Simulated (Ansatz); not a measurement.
SnSe2 and its competing phases

All numbers below come from DFT PBE, scalar-relativistic, plane waves, PAW in Ansatz 0.2.0. All cells share a 420 eV cutoff and Γ-centred k meshes spaced at most about 0.3 Å⁻¹ (2π included). No spin polarisation.

Energies over the elements count from the elements' standard structures at the same level, with no fitted energy shifts. The references include grey tin.

These are static total energies at zero pressure. No dispersion correction is applied, so the spacing and binding between layers, chains or molecules are poorly described (P-6m2, P-3m1), and this can change margins and order among such cells. The reference form of Se is held partly by dispersion forces, which this level lacks.

The competitors are the elements and 2 reference phases of this chemical system (from databases or known types: SnSe, SnSe2), relaxed at the same level; other known phases may be missing.

The candidate was reached from: MoSe2 type (P-6m2).

```
CELL_PARAMETERS angstrom
3.79513 0.00000 0.00000
-1.89757 3.28668 0.00000
0.00000 0.00000 12.34092
ATOMIC_POSITIONS crystal
Sn 0.00000 0.00000 0.00000
Se 0.33333 0.66667 0.13982
Se 0.33333 0.66667 0.86018
```

Task: Is it stable, and against what?

Result: Not the lowest form: another structure of the same formula lies lower. Its formation energy is -0.075 eV/atom. The lowest competing phase at this composition is this:

| phase | space group | source | share of atoms | ΔE_f (eV/atom) |
| --- | --- | --- | --- | --- |
| SnSe2 | P-3m1 (No. 164) | Materials Project | 1.0000 | -0.342 |

The candidate lies 0.27 eV/atom above this phase. The candidate matches no cell in the subsets of the Crystallography Open Database and the Materials Project at hand. The margin is far too high for a likely synthesis.
